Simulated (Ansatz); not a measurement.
In PbSe (rock salt type) the Pb atom of the primitive cell, with all its periodic images, is moved by 0.06 Å along [111].

```yaml
crystal:
  lattice:
    - [0.00000, 3.10500, 3.10500]
    - [3.10500, 0.00000, 3.10500]
    - [3.10500, 3.10500, 0.00000]
  atoms:
    - { symbol: Pb, position: [0.00558, 0.00558, 0.00558] }
    - { symbol: Se, position: [0.50000, 0.50000, 0.50000] }
```
Lattice in Å, positions in fractions of it.

Method: PBE0, plane waves, PAW datasets (generated soft set 1) (Ansatz 0.2.0 development build).

Cutoff 420 eV; exchange singularity: regularized; k-mesh 4×4×4 Γ-centred; Fermi–Dirac smearing of 0.05 eV; no spin polarisation; no spin–orbit coupling.

(1) What force results?

Results:

(1) The force on it along the displacement is 0.0383 eV/Å, a force constant of -0.64 eV/Å². It is negative: the force pushes the atom further, so on this mesh the structure is unstable along this displacement. On a mesh this coarse the force constant of so soft a mode can lie far from its converged value, in sign too.

```csv
atom,Fx (eV/Å),Fy (eV/Å),Fz (eV/Å)
Pb1,0.0221,0.0221,0.0221
Se2,-0.0220,-0.0220,-0.0220
```

Where the force pushes the moved atom further off its site, the soft mode may be real or faked by the k-mesh. Spin–orbit coupling is left out, which matters for 6p elements such as Tl, Pb and Bi.
